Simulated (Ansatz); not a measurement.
# Nb (Im-3m) in Ansatz: settings compared

Aim: see how the results for Nb move with the level of theory and the settings. Levels: revPBE, BLYP. Tasks: relaxation of cell and atoms.

Program: Ansatz 0.2.0. These are calculated values, not measurements. Logs are shortened: lines on timing, memory, paths and dates and some standing lists are left out, and cuts for length are marked.

**1. Starting point**

The structure is cubic, space group Im-3m (No. 229). The conventional cell has a = 3.328 Å, b = 3.328 Å, c = 3.328 Å, α = 90.00°, β = 90.00°, γ = 90.00°. Nb (site symmetry m-3m) has 8 Nb at 2.88 Å as nearest neighbours.

**2. Relaxation of cell and atoms, revPBE**

input.yaml reads:

```yaml
crystal:
  lattice:
    - [-1.66395, 1.66395, 1.66395]
    - [1.66395, -1.66395, 1.66395]
    - [1.66395, 1.66395, -1.66395]
  atoms:
    - { symbol: Nb, position: [0.0, 0.0, 0.0] }
hamiltonian:
  xc: revpbe
  pseudopotentials: { kind: paw }
kpoints:
  mp_grid: { grid: [11, 11, 11] }
scf:
  occupations: { method: fermi_dirac, width: 0.05 }
output:
  forces: true
  stress: true
  eigenvalues: true
relax:
  f_tol: 0.01
  max_steps: 40
  cell: { stress_tol: 0.05 }
```

Potentials or basis: Ansatz PAW.

Started as:

```
> ansatz run input.yaml --threads 2 --pin off --max-ram 5632MiB --backend cpu --events-out ev --progress --plain --runs-dir out
```

Log:

```text
Warning: RAYON_NUM_THREADS=2 ignored (pool sized by the plan → 2); use --threads N
Engine: ansatz 0.2.0, x86_64-unknown-linux-gnu
Pseudopotentials: kind: paw
Pseudopotential: Nb, paw, valence charge 13, recommended cutoff 420 eV (normal), Nb.paw.azcp
Functional definition: revPBE
  parameter kappa = 1.245
  parameter beta = 0.06672455060314922
  exchange = pbe_x(kappa = kappa, mu = beta*pi^2/3)
  correlation = pbe_c(beta = beta)
Crystal: 1 atoms, lattice volume = 18.428 Å³
Basis set: ecut = 420 eV, 369 PW (Γ), exchange–correlation on 40×40×40 points (8 copies of the dense FFT grid, shifted against one another)
Bands: 11, of which v1, the nominal top of the filled ones, is band 7 counted from 1 (6 counted from 0)
Symmetry: 48 space group operations
Space group: Im-3m (ITA 229), of the structure as read, at distance tolerance 2.6e-5 Å
k-points: 56 of 1331
Non-local potential: Nb, projectors of the file, l = 0: 3, l = 1: 2, l = 2: 2, l = 3: 1
PAW form: soft (Blöchl's): semilocal exchange-correlation on the pseudo side does not see the compensation charge
PAW frozen core: Nb, regenerated for the run's functional, and the local potential with it (the file was generated under x = pbe(κ = 0.804, μ = 0.2195149727645171), c = pbe(β = 0.06672455060314922))
PAW one-centre angular grid: Nb, 590 points (default); XC on 64 Gauss nodes
Initial density: superposition of atomic densities (neutral atoms: chi_scale 0, normalization atom), corrected by the library's trained network
Initial wavefunctions: pseudopotential atomic-orbital guess
Functional: x = revpbe(κ = 1.245, μ = 0.2195149727645171), c = pbe(β = 0.06672455060314922)
SCF iter   1: F=—  HF=-4557.192414 eV  |F-HF|=—  |Δ(HF+E_count)|=         —  Δρ=3.75e-3  dr2=2.23e-3  ethr=1.77e-3  ⟨swp⟩=5.0  Hψ=3586  notcnv=0
preconditioner: auto → none  [metal: Δε(μ)=0.059 eV  Ē_g=7.459 eV  σ=0.050 eV  W_gap=0.27  n_scr=0 (ndim 8)  ℏωp=19.3 eV  f_vac=0.000  D(μ)=1.75/eV (n_scr^D=18)]
SCF iter   2: F=—  HF=-4557.192142 eV  |F-HF|=—  |Δ(HF+E_count)|=   2.72e-4  Δρ=1.48e-3  dr2=1.95e-4  ethr=1.72e-5  ⟨swp⟩=2.3  Hψ=1310  notcnv=0
SCF iter   3: F=—  HF=-4557.192195 eV  |F-HF|=—  |Δ(HF+E_count)|=   5.32e-5  Δρ=5.26e-4  dr2=2.54e-5  ethr=1.50e-6  ⟨swp⟩=1.0  Hψ=609  notcnv=0
SCF iter   4: F=—  HF=-4557.192205 eV  |F-HF|=—  |Δ(HF+E_count)|=   9.82e-6  Δρ=3.40e-5  dr2=3.80e-8  ethr=1.95e-7  ⟨swp⟩=1.7  Hψ=729  notcnv=0
iter 5 did not close the SCF: its close was put off for the readings that it lacked (scf_convergence_deferred on its scf_iter line)
SCF iter   5: F=-4557.192205 eV  HF=-4557.192205 eV  |F-HF|=1.94e-10  |Δ(HF+E_count)|=   7.70e-8  Δρ=2.06e-6  dr2=5.42e-10  ethr=2.92e-10  ⟨swp⟩=2.1  Hψ=973  notcnv=0
SCF iter   6: F=-4557.192205 eV  HF=-4557.192205 eV  |F-HF|=3.64e-12  |Δ(HF+E_count)|=  7.82e-11  Δρ=3.87e-7  dr2=6.77e-12  ethr=4.17e-12  ⟨swp⟩=1.4  Hψ=1855  notcnv=0
SCF 1 converged in 6 iterations: F = -4557.192205 eV  dr2 = 6.77e-12
relax step   1: F+E_penalty+E_count = -4557.19220518 eV  Δ(F+E_penalty+E_count) = +0.000e0 eV  max|allowed force component| = 0.000e0 eV/Å  Δτ_max = 0.0000 Å  P = +0.030 GPa  Ω = 18.428 Å³  (6 SCF iters, dr2 threshold 1.00e-7 eV, accepted)
Initial density: handed on by an earlier stage of this run
Initial wavefunctions: pseudopotential atomic-orbital guess (no wavefunctions were taken with the density)
iter 1 solved again at ethr=2.21e-8 eV; its pass at ethr=3.10e-3 eV (dr2=2.88e-6 eV) is discarded
SCF iter   1: F=—  HF=-4557.192206 eV  |F-HF|=—  |Δ(HF+E_count)|=         —  Δρ=4.01e-7  dr2=8.26e-12  ethr=2.21e-8  ⟨swp⟩=3.0  Hψ=5387  notcnv=0
eigensolver tolerance schedule: the retry pair's looser diagonalisation over-reported the residual by 348705.23 of it (diagonalisation noise at an unbounded share of the residual, at the tolerance the schedule requests for it); recorded, not acted on — ethr = c·dr2/N_el stays at c = 1.0e-1
preconditioner: auto → none  [metal: Δε(μ)=0.059 eV  Ē_g=7.450 eV  σ=0.050 eV  W_gap=0.27  n_scr=0 (ndim 8)  ℏωp=19.3 eV  f_vac=0.000  D(μ)=1.77/eV (n_scr^D=18)]
SCF iter   2: F=—  HF=-4557.192205 eV  |F-HF|=—  |Δ(HF+E_count)|=   3.58e-7  Δρ=2.28e-7  dr2=2.01e-12  ethr=1.00e-12  ⟨swp⟩=7.8  Hψ=3428  notcnv=0
SCF iter   3: F=-4557.192205 eV  HF=-4557.192205 eV  |F-HF|=9.09e-13  |Δ(HF+E_count)|=  1.82e-12  Δρ=5.75e-8  dr2=1.44e-13  ethr=1.00e-12  ⟨swp⟩=3.0  Hψ=2171  notcnv=0
SCF 2 converged in 3 iterations: F = -4557.192205 eV  dr2 = 1.44e-13
relax step   2: F+E_penalty+E_count = -4557.19220518 eV  Δ(F+E_penalty+E_count) = +0.000e0 eV  max|allowed force component| = 0.000e0 eV/Å  Δτ_max = 0.0000 Å  P = +0.030 GPa  Ω = 18.428 Å³  stress off target by 3.03e-2 GPa  SCF on the basis re-selected at this cell (its energy is not comparable with the rows above)  (3 SCF iters)
basis re-selected at this cell: Δ(F+E_penalty+E_count) = +0.000e0 eV, ΔP = -0.000 GPa vs the last step (what re-selecting the basis moved, of the pressure what is left beyond the Pulay correction that the steps carried, after the strain that the cell walked since its last selection, with what the two solves' SCF thresholds leave and, on support functions, any second-order correction that the steps lacked; it is no measure of the basis error at this ecutwfc). This SCF's stress stands 3.03e-2 GPa from its target on what of the cell is left free (relax.cell.stress_tol is 5.00e-2 GPa) and its largest allowed force component is 0.00e0 eV/Å (relax.f_tol is 1.00e-2 eV/Å): within both
SCF converged after 3 iterations
Free energy (F): -4557.192205 eV
Harris-Foulkes:  -4557.192205 eV  (|F-HF|=9.09e-13)
Internal energy: -4557.177514 eV  (E = F + TS)
E sigma→0 (E₀):  -4557.184859 eV
Entropy (-TS):   -0.014692 eV (-14.692 meV/atom)
Fermi energy:    17.330355 eV
--- Per-component energies (eV) ---
  E_band       = -73.004211
  E_kinetic    = 394.325382
  E_local      = -705.903160  (includes V_loc(G=0)·N_el)
  E_nonlocal   = 119.102036
  E_hartree    = 219.655454
  E_xc         = -175.640832
  E_vxc        = -212.842342  (∫ρ·V_xc dr)
  E_paw        = -3078.052554  (= ΣΔE_a)
  E_vpaw       = -106.997039  (= ΣTr[D̂ρ^β])
  E_aug_tail   = 0.000006  (compensation charges beyond the density's cutoff)
  E_ewald      = -1330.601953
  E_core_change = -0.061892  (= ΣΔE_core)
  E_smearing   = -0.014692  (= −TS)
  E_closure    = 0.000000  (closes the sum)
  Σ components = -4557.192205   (vs F -4557.192205, Δ=0.00e0)
--- Forces (eV/Å), atoms counted from 1 ---
  atom   1  Nb     0.00000000    -0.00000000    -0.00000000
  max |Σ_I F_I| component: 2.05e-31 eV/Å
--- Stress (GPa, compression-positive) ---
        0.030319       0.000000       0.000000
        0.000000       0.030319       0.000000
        0.000000      -0.000000       0.030319
  P = ⅓ Tr σ = 0.0303 GPa (0.303 kbar)
--- Band table (eV; the first three rows and the last of 56) ---
  k-point 0: bands = ["-37.0263", "-12.3865", "-12.3865", "-12.3865", "11.5064", "17.7333", "17.7333", "17.7333", "20.5688", "20.5688", "31.4342"]
  k-point 1: bands = ["-37.0089", "-12.4938", "-12.4193", "-12.3873", "11.8335", "17.5354", "17.6781", "18.0487", "20.2903", "20.5720", "31.6853"]
  k-point 2: bands = ["-36.9617", "-12.7747", "-12.5064", "-12.3896", "12.6905", "17.0519", "17.4256", "18.9622", "19.9856", "20.6178", "31.9830"]
  k-point 55: bands = ["-36.6504", "-13.2539", "-13.2342", "-13.2342", "13.8626", "13.9128", "22.2158", "22.2158", "22.6467", "25.8108", "27.0130"]
--- Relaxed structure (1 steps of the walk, 1 accepted, 1 SCFs on fresh bases) ---
  F+E_penalty+E_count = -4557.19220518 eV   max|allowed force component| = 0.000e0 eV/Å   (the final SCF, on the basis selected at the relaxed cell)
  cell:  # Å, volume = 18.4281 Å³
    - [-1.66395, 1.66395, 1.66395]
    - [1.66395, -1.66395, 1.66395]
    - [1.66395, 1.66395, -1.66395]
  atoms:
    - { symbol: Nb, position: [0.0, 0.0, 0.0] }
```

It took 1.3 s on 2 threads of Intel Xeon at 2.70GHz, shared host; peak memory 0.31 GiB.

What came out:

| Item | Value |
| --- | --- |
| Free energy | -4557.1922 eV |
| Energy gained by relaxing | 0.0 meV/atom |
| Ionic steps | 2 |
| Pressure after relaxing | 0.0 GPa |
| Band gap on the k mesh | none (metal or under the smearing width) |

Final structure:
```xyz
1
Lattice="-1.6640 1.6640 1.6640 1.6640 -1.6640 1.6640 1.6640 1.6640 -1.6640" Properties=species:S:1:pos:R:3 pbc="T T T"
Nb    0.0000    0.0000    0.0000
```

Caveat: the plane-wave basis is chosen anew once the cell has moved, so the energies of steps on either side of that aren't comparable; the PAW data sets come from PBE, with cores solved anew for the run's functional, which leaves a small shift of forces and pressure.

**3. Relaxation of cell and atoms, BLYP**

input.yaml, as its differences from that of step 2:

```diff
@@ -8,3 +8,3 @@
 hamiltonian:
-  xc: revpbe
+  xc: blyp
   pseudopotentials: { kind: paw }
```

Potentials or basis: Ansatz PAW.

Started as:

```
> ansatz run input.yaml --threads 2 --pin off --max-ram 5632MiB --backend cpu --events-out ev --progress --plain --runs-dir out
```

Log:

```text
Warning: RAYON_NUM_THREADS=2 ignored (pool sized by the plan → 2); use --threads N
Engine: ansatz 0.2.0, x86_64-unknown-linux-gnu
Pseudopotentials: kind: paw
Pseudopotential: Nb, paw, valence charge 13, recommended cutoff 420 eV (normal), Nb.paw.azcp
Functional definition: BLYP
  parameter beta = 0.0042
  parameter a = 0.04918
  parameter b = 0.132
  parameter c = 0.2533
  parameter d = 0.349
  exchange = b88_x(beta = beta)
  correlation = lyp_c(a = a, b = b, c = c, d = d)
Crystal: 1 atoms, lattice volume = 18.428 Å³
Basis set: ecut = 420 eV, 369 PW (Γ), exchange–correlation on 40×40×40 points (8 copies of the dense FFT grid, shifted against one another)
Bands: 11, of which v1, the nominal top of the filled ones, is band 7 counted from 1 (6 counted from 0)
Symmetry: 48 space group operations
Space group: Im-3m (ITA 229), of the structure as read, at distance tolerance 2.6e-5 Å
k-points: 56 of 1331
Non-local potential: Nb, projectors of the file, l = 0: 3, l = 1: 2, l = 2: 2, l = 3: 1
PAW form: soft (Blöchl's): semilocal exchange-correlation on the pseudo side does not see the compensation charge
PAW frozen core: Nb, regenerated for the run's functional, and the local potential with it (the file was generated under x = pbe(κ = 0.804, μ = 0.2195149727645171), c = pbe(β = 0.06672455060314922))
PAW one-centre angular grid: Nb, 590 points (default); XC on 64 Gauss nodes
Initial density: superposition of atomic densities (neutral atoms: chi_scale 0, normalization atom), corrected by the library's trained network
Initial wavefunctions: pseudopotential atomic-orbital guess
Functional: x = b88, c = lyp
SCF iter   1: F=—  HF=-4565.108764 eV  |F-HF|=—  |Δ(HF+E_count)|=         —  Δρ=7.11e-3  dr2=1.10e-2  ethr=1.77e-3  ⟨swp⟩=5.1  Hψ=3648  notcnv=0
preconditioner: auto → none  [metal: Δε(μ)=0.020 eV  Ē_g=7.375 eV  σ=0.050 eV  W_gap=0.10  n_scr=0 (ndim 8)  ℏωp=19.3 eV  f_vac=0.000  D(μ)=2.01/eV (n_scr^D=18)]
SCF iter   2: F=—  HF=-4565.105239 eV  |F-HF|=—  |Δ(HF+E_count)|=   3.52e-3  Δρ=1.69e-3  dr2=2.18e-4  ethr=8.48e-5  ⟨swp⟩=2.9  Hψ=1576  notcnv=0  defer=5
SCF iter   3: F=—  HF=-4565.105397 eV  |F-HF|=—  |Δ(HF+E_count)|=   1.58e-4  Δρ=7.89e-4  dr2=4.06e-5  ethr=1.68e-6  ⟨swp⟩=1.8  Hψ=728  notcnv=0  defer=5
SCF iter   4: F=—  HF=-4565.105450 eV  |F-HF|=—  |Δ(HF+E_count)|=   5.25e-5  Δρ=2.56e-5  dr2=4.24e-8  ethr=3.12e-7  ⟨swp⟩=2.1  Hψ=766  notcnv=0  defer=5
[... 41 lines left out ...]
SCF iter   3: F=—  HF=-4565.111264 eV  |F-HF|=—  |Δ(HF+E_count)|=   3.81e-8  Δρ=1.24e-6  dr2=2.72e-10  ethr=1.98e-10  ⟨swp⟩=2.1  Hψ=752  notcnv=0
SCF iter   4: F=-4565.111264 eV  HF=-4565.111264 eV  |F-HF|=1.91e-11  |Δ(HF+E_count)|=  7.00e-11  Δρ=3.88e-7  dr2=7.86e-12  ethr=1.00e-12  ⟨swp⟩=3.9  Hψ=2722  notcnv=0
SCF 5 converged in 4 iterations: F = -4565.111264 eV  dr2 = 7.86e-12
relax step   5: F+E_penalty+E_count = -4565.11126388 eV  Δ(F+E_penalty+E_count) = -7.614e-5 eV  max|allowed force component| = 0.000e0 eV/Å  Δτ_max = 0.0000 Å  P = -0.006 GPa  Ω = 18.893 Å³  stress off target by 6.15e-3 GPa  SCF on the basis re-selected at this cell (its energy is not comparable with the rows above)  (4 SCF iters)
basis re-selected at this cell: Δ(F+E_penalty+E_count) = -7.614e-5 eV, ΔP = +0.002 GPa vs the last step (what re-selecting the basis moved, of the pressure what is left beyond the Pulay correction that the steps carried, after the strain that the cell walked since its last selection, with what the two solves' SCF thresholds leave and, on support functions, any second-order correction that the steps lacked; it is no measure of the basis error at this ecutwfc). This SCF's stress stands 6.15e-3 GPa from its target on what of the cell is left free (relax.cell.stress_tol is 5.00e-2 GPa) and its largest allowed force component is 0.00e0 eV/Å (relax.f_tol is 1.00e-2 eV/Å): within both
SCF converged after 4 iterations
Free energy (F): -4565.111264 eV
Harris-Foulkes:  -4565.111264 eV  (|F-HF|=1.91e-11)
Internal energy: -4565.095138 eV  (E = F + TS)
E sigma→0 (E₀):  -4565.103201 eV
Entropy (-TS):   -0.016125 eV (-16.125 meV/atom)
Fermi energy:    17.308113 eV
--- Per-component energies (eV) ---
  E_band       = -73.730850
  E_kinetic    = 394.451581
  E_local      = -724.752617  (includes V_loc(G=0)·N_el)
  E_nonlocal   = 120.406054
  E_hartree    = 226.057702
  E_xc         = -172.189498
  E_vxc        = -208.462339  (∫ρ·V_xc dr)
  E_paw        = -3089.567433  (= ΣΔE_a)
  E_vpaw       = -107.488975  (= ΣTr[D̂ρ^β])
  E_aug_tail   = 0.000009  (compensation charges beyond the density's cutoff)
  E_ewald      = -1319.587740
  E_core_change = 0.086803  (= ΣΔE_core)
  E_smearing   = -0.016125  (= −TS)
  E_closure    = 0.000000  (closes the sum)
  Σ components = -4565.111264   (vs F -4565.111264, Δ=0.00e0)
--- Forces (eV/Å), atoms counted from 1 ---
  atom   1  Nb    -0.00000000     0.00000000     0.00000000
  max |Σ_I F_I| component: 4.83e-32 eV/Å
--- Stress (GPa, compression-positive) ---
       -0.006153       0.000000       0.000000
       -0.000000      -0.006153      -0.000000
        0.000000      -0.000000      -0.006153
  P = ⅓ Tr σ = -0.0062 GPa (-0.062 kbar)
--- Band table (eV; the first three rows and the last of 56) ---
  k-point 0: bands = ["-37.1355", "-12.5439", "-12.5439", "-12.5439", "11.6583", "17.6333", "17.6333", "17.6333", "20.4002", "20.4002", "31.5005"]
  k-point 1: bands = ["-37.1197", "-12.6424", "-12.5744", "-12.5446", "11.9771", "17.4478", "17.5872", "17.9380", "20.1415", "20.4043", "31.7363"]
  k-point 2: bands = ["-37.0770", "-12.9008", "-12.6553", "-12.5463", "12.8142", "16.9921", "17.3740", "18.8204", "19.8439", "20.4484", "31.9956"]
  k-point 55: bands = ["-36.7950", "-13.3485", "-13.3308", "-13.3308", "14.0116", "14.0592", "21.9725", "21.9725", "22.3613", "25.6913", "26.8536"]
--- Relaxed structure (4 steps of the walk, 3 accepted, 1 SCFs on fresh bases) ---
  F+E_penalty+E_count = -4565.11126388 eV   max|allowed force component| = 0.000e0 eV/Å   (the final SCF, on the basis selected at the relaxed cell)
  cell:  # Å, volume = 18.8934 Å³
    - [-1.6778385041069122, 1.6778385041069122, 1.6778385041069122]
    - [1.6778385041069122, -1.6778385041069122, 1.6778385041069122]
    - [1.6778385041069122, 1.6778385041069122, -1.6778385041069122]
  atoms:
    - { symbol: Nb, position: [0.0, 0.0, 0.0] }
```

Wall time 3.1 s (2 threads of Intel Xeon at 2.70GHz, shared host); peak memory 0.31 GiB.

Results:

- Free energy: -4565.1113 eV
- Relaxed volume: 18.89 Å³/atom
- Relaxed cell: a = 2.906 Å, b = 2.906 Å, c = 2.906 Å, α = 109.47°, β = 109.47°, γ = 109.47°
- Space group after relaxing (to 0.05 Å): Im-3m (No. 229)
- Energy gained by relaxing: 5.8 meV/atom
- Ionic steps: 4
- Pressure after relaxing: 0.0 GPa
- Band gap on the k mesh: none (metal or under the smearing width)

The path:
```
step  energy change (eV)  largest force (eV/Å)  volume (Å³)
   1              0.0000                0.0000        18.43
   2             -0.0057                0.0000        18.93
   3             -0.0057                0.0000        18.89
   4             -0.0058                0.0000        18.89
```

Final structure:
```
CELL_PARAMETERS angstrom
-1.67784 1.67784 1.67784
1.67784 -1.67784 1.67784
1.67784 1.67784 -1.67784
ATOMIC_POSITIONS crystal
Nb 0.00000 0.00000 0.00000
```

Caveat: the plane-wave basis is chosen anew once the cell has moved, so the energies of steps on either side of that aren't comparable; the PAW data sets come from PBE, with cores solved anew for the run's functional, which leaves a small shift of forces and pressure. BLYP gives volumes clearly too large for solids.
